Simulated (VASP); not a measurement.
# K (Fm-3m) in VASP: a series of runs, part 2 of 2

VASP 6.6.1. Earlier steps stand in the parts before.

### Step 4. Single point, PBE

Input file INCAR:

```
SYSTEM = K
ADDGRID = .False. ; ALGO = Normal
EDIFF = 1E-6 ; ENCUT = 300
GGA = PE ; ISIF = 2
ISMEAR = 0 ; LASPH = .True.
LCHARG = .False. ; LREAL = .False.
LWAVE = .False. ; NELM = 100
PREC = Accurate ; SIGMA = 0.1
```

Input file KPOINTS:

```
k-points
0
Gamma
  14 14 14
  0 0 0
```

Input file POSCAR:

```
K
1.0
    0.0000000000      3.3918728180      3.3918728180
    3.3918728180      0.0000000000      3.3918728180
    3.3918728180      3.3918728180      0.0000000000
K
1
Direct
    0.0000000000      0.0000000000      0.0000000000
```

Potentials or basis: VASP PAW PBE potentials, release 64 (K_sv).

Run with:

```sh
$ cat potpaw_PBE.64/K_sv/POTCAR > POTCAR
$ mpirun -np 1 vasp_std > vasp.out
```

OUTCAR:

```text
SYSTEM = K
   EDIFF = 1E-6
   ENCUT = 300
   GGA = PE
   ISIF = 2
   ISMEAR = 0
   LASPH = .True.
   LREAL = .False.
   NELM = 100
   PREC = Accurate

 Found    104 irreducible k-points:

 Following reciprocal coordinates:
            Coordinates               Weight
  0.000000  0.000000  0.000000      1.000000
  0.071429  0.000000  0.000000      8.000000
  0.142857  0.000000  0.000000      8.000000
  0.214286  0.000000  0.000000      8.000000
  0.285714  0.000000  0.000000      8.000000
  0.357143  0.000000  0.000000      8.000000
   k-points           NKPTS =    104   k-points in BZ     NKDIM =    104   number of bands    NBANDS=      8
   number of dos      NEDOS =    301   number of ions     NIONS =      1
   total plane-waves  NPLWV =  21952
   dimension x,y,z NGX =    28 NGY =   28 NGZ =   28
   dimension x,y,z NGXF=    56 NGYF=   56 NGZF=   56
   ions per type =               1
   NGX,Y,Z   is equivalent  to a cutoff of   9.70,  9.70,  9.70 a.u.
   NGXF,Y,Z  is equivalent  to a cutoff of  19.41, 19.41, 19.41 a.u.
 SYSTEM =  K
   PREC   = accura    normal or accurate (medium, high low for compatibility)
   ISTART =      0    job   : 0-new  1-cont  2-samecut
   ICHARG =      2    charge: 1-file 2-atom 10-const
   ISPIN  =      1    spin polarized calculation?
   LNONCOLLINEAR =      F non collinear calculations
   LSORBIT =      F    spin-orbit coupling
   LASPH  =      T    aspherical Exc in radial PAW
   ENCUT  =  300.0 eV  22.05 Ry    4.70 a.u.   6.77  6.77  6.77*2*pi/ulx,y,z
   NELM   =    100;   NELMIN=  2; NELMDL= -5     # of ELM steps
   EDIFF  = 0.1E-05   stopping-criterion for ELM
   LREAL  =      F    real-space projection
   EDIFFG = 0.1E-04   stopping-criterion for IOM
   NSW    =      0    number of steps for IOM
   IBRION =     -1    ionic relax: 0-MD 1-quasi-New 2-CG
   NFREE  =      0    steps in history (QN), initial steepest desc. (CG)
   ISIF   =      2    stress and relaxation
   ISYM   =      2    0-nonsym 1-usesym 2-fastsym
   POTIM  = 0.5000    time-step for ionic-motion
   TEBEG  =    0.0;   TEEND  =   0.0 temperature during run
   PSTRESS=    0.0 pullay stress
   NELECT =       9.0000    total number of electrons
   NUPDOWN=      -1.0000    fix difference up-down
   EMIN   =  10.00;   EMAX   =-10.00  energy-range for DOS
   EFERMI =   0.00;   METHOD = LEGACY
   ISMEAR =     0;   SIGMA  =   0.10  broadening in eV -4-tet -1-fermi 0-gaus
   EFERMI_NEDOS =   21; number of points for ismear=-14 and -15
   IALGO  =     38    algorithm
   IMIX   =      4    mixing-type and parameters
     AMIX     =   0.40;   BMIX     =  1.00
     AMIX_MAG =   1.60;   BMIX_MAG =  1.00
  volume/ion in A,a.u.               =      78.05       526.68
  Fermi-wavevector in a.u.,A,eV,Ry     =   0.796843  1.505815  8.639139  0.634959
  Thomas-Fermi vector in A             =   1.903445
   LORBIT       =      0    0 simple, 1 ext, 2 COOP (PROOUT), +10 PAW based schemes
   GGA     = PE    functional components
   LHFCALC =     F    Hartree Fock is set to
   AEXX    =    0.0000 exact exchange contribution
   IVDW    =     0    specifies the selected vdW correction
   LEPSILON=     F    determine dielectric tensor
   LRPA    =     F    only Hartree local field effects (RPA)
 non-spin polarized calculation
 Gauss-broadening in eV      SIGMA  =   0.10
  energy-cutoff  :      300.00
  volume of cell :       78.05
 maximum number of plane-waves:       941
   NGX = 13   NGY = 13   NGZ = 13

 number of electron       8.9999997 magnetization

 Free energy of the ion-electron system (eV)
  ---------------------------------------------------
  ext. energy  EPLUGINS =         0.00000000
  ---------------------------------------------------
  free energy    TOTEN  =        -1.04616168 eV

  energy without entropy =       -1.04247329  energy(sigma->0) =       -1.04431749

 E-fermi :  -0.2380     XC(G=0):  -5.5095

 val. band max:       -0.2885299133   @ k =   0.5000   0.3571   0.1429
 cond. band min:      -0.2251523178   @ k =   0.5000   0.2857   0.0714
 fundamental gap:      0.0633775955
 Fermi energy:        -0.2380428002

 k-point     1 :       0.0000    0.0000    0.0000
  band No.  band energies     occupation
      1     -32.4131      2.00000
      2     -15.8652      2.00000
      3     -15.8652      2.00000
      4     -15.8652      2.00000
      5      -2.3177      2.00000
      6       3.9062      0.00000
      7       3.9062      0.00000
      8       3.9062      0.00000

 k-point     2 :       0.0714    0.0000    0.0000
  band No.  band energies     occupation
      1     -32.4129      2.00000
      2     -15.8676      2.00000
      3     -15.8654      2.00000
      4     -15.8654      2.00000
      5      -2.2605      2.00000
      6       3.7341      0.00000
      7       3.9288      0.00000
      8       3.9288      0.00000

 k-point     3 :       0.1429    0.0000    0.0000
  band No.  band energies     occupation
      1     -32.4125      2.00000
      2     -15.8750      2.00000
      3     -15.8663      2.00000
      4     -15.8663      2.00000
      5      -2.0904      2.00000
      6       3.3084      0.00000
      7       3.9759      0.00000
      8       3.9759      0.00000

 k-point     4 :       0.2143    0.0000    0.0000
  band No.  band energies     occupation
      1     -32.4120      2.00000
      2     -15.8858      2.00000
      3     -15.8679      2.00000
      4     -15.8679      2.00000
      5      -1.8124      2.00000
      6       2.7543      0.00000
      7       3.9844      0.00000
      8       3.9844      0.00000

 k-point     5 :       0.2857    0.0000    0.0000
  band No.  band energies     occupation
      1     -32.4114      2.00000
      2     -15.8976      2.00000
      3     -15.8696      2.00000
      4     -15.8696      2.00000
      5      -1.4344      2.00000
      6       2.1356      0.00000
      7       3.9118      0.00000
      8       3.9118      0.00000

 k-point     6 :       0.3571    0.0000    0.0000
  band No.  band energies     occupation
      1     -32.4108      2.00000
      2     -15.9084      2.00000
      3     -15.8711      2.00000
      4     -15.8711      2.00000
      5      -0.9679      2.00000
      6       1.4857      0.00000
      7       3.8072      0.00000
      8       3.8072      0.00000

 [... further k-points ...]
[... 5 lines left out ...]
  --------------------------------------------------------------------------------------
  -------------------------------------------------------------------------------------
  Total       -0.1467195     -0.1467195     -0.1467195      0.0000000      0.0000000      0.0000000
  in kB       -3.0119634     -3.0119634     -3.0119634      0.0000000      0.0000000      0.0000000
  external PRESSURE =      -3.0119634 kB  Pullay stress =       0.0000000 kB

 VOLUME and BASIS-vectors are now :
 -----------------------------------------------------------------------------
  energy-cutoff  :      300.00
  volume of cell :       78.05
      direct lattice vectors                 reciprocal lattice vectors
     0.000000000  3.391872818  3.391872818    -0.147411188  0.147411188  0.147411188
     3.391872818  0.000000000  3.391872818     0.147411188 -0.147411188  0.147411188
     3.391872818  3.391872818  0.000000000     0.147411188  0.147411188 -0.147411188

 POSITION                                       TOTAL-FORCE (eV/Angst)
 -----------------------------------------------------------------------------------
      0.00000      0.00000      0.00000         0.000000      0.000000     -0.000000
 -----------------------------------------------------------------------------------
    total drift:                               -0.000000     -0.000000     -0.000000

  FREE ENERGIE OF THE ION-ELECTRON SYSTEM (eV)
  ---------------------------------------------------
  free  energy   TOTEN  =        -1.0461616776 eV

  energy  without entropy=       -1.0424732931  energy(sigma->0) =       -1.04431749
```

stdout:

```text
POSCAR found type information on POSCAR K
 POSCAR found :  1 types and       1 ions
 scaLAPACK will be used
 LDA part: xc-table for (Slater+PW92), standard interpolation
 POSCAR, INCAR and KPOINTS ok, starting setup
 FFT: planning ... GRIDC
 FFT: planning ... GRID_SOFT
 FFT: planning ... GRID
 WAVECAR not read
 entering main loop
```

It took 20 s on 1 thread of Intel Xeon Platinum 8488C (Sapphire Rapids), shared host; peak memory 0.16 GiB.

These settings aren't checked as converged: the numbers below hold their error.

What came out:

- Free energy: -1.0462 eV
- Pressure: -0.3 GPa
- Band gap on the k mesh: none (metal or under the smearing width)

Caveat: the cutoff is under 1.25 times the usual one of these potentials, so pressure, stress and relaxed cells hold a basis-set (Pulay) error.

### Step 5. Single point, PBE

INCAR: that of step 4 with these lines changed.

```diff
@@ -2,3 +2,3 @@
 ADDGRID = .False. ; ALGO = Normal
-EDIFF = 1E-6 ; ENCUT = 300
+EDIFF = 1E-6 ; ENCUT = 450
 GGA = PE ; ISIF = 2
```

Input file KPOINTS:

```
k-points
0
Gamma
  12 12 12
  0 0 0
```

POSCAR is that of step 4.

Run with:

```sh
$ cat potpaw_PBE.64/K_sv/POTCAR > POTCAR
$ mpirun -np 1 vasp_std > vasp.out
```

Run time: 26 s. Hardware: 1 thread of Intel Xeon Platinum 8488C (Sapphire Rapids), shared host; peak memory 0.21 GiB.

These settings aren't checked as converged: the numbers below hold their error.

What came out:

- Free energy: -1.0478 eV
- Pressure: -0.2 GPa
- Band gap on the k mesh: none (metal or under the smearing width)

### Step 6. Single point, PBE

INCAR: that of step 5 with these lines changed.

```diff
@@ -2,3 +2,3 @@
 ADDGRID = .False. ; ALGO = Normal
-EDIFF = 1E-6 ; ENCUT = 450
+EDIFF = 1E-6 ; ENCUT = 550
 GGA = PE ; ISIF = 2
```

Input file KPOINTS:

```
k-points
0
Gamma
  11 11 11
  0 0 0
```

POSCAR is that of step 5.

Potentials or basis: VASP PAW PBE potentials, release 64 (K_sv).

Run with:

```sh
$ cat potpaw_PBE.64/K_sv/POTCAR > POTCAR
$ mpirun -np 1 vasp_std > vasp.out
```

Wall time 29 s (1 thread of Intel Xeon Platinum 8488C (Sapphire Rapids), shared host); peak memory 0.24 GiB.

These settings aren't checked as converged: the numbers below hold their error.

What came out:

* Free energy: -1.0464 eV
* Pressure: -0.2 GPa
* Band gap on the k mesh: none (metal or under the smearing width)

### Step 7. For comparison

An earlier run on the cell as given: functional PBE; potentials or basis VASP PAW PBE potentials, release 64 (K_sv); cutoff 520 eV; k mesh 7 × 7 × 7; occupations fermi-dirac, width 0.05 eV; no spin polarisation.

- Pressure: -0.2 GPa
- Band gap on the k mesh: none (metal or under the smearing width)
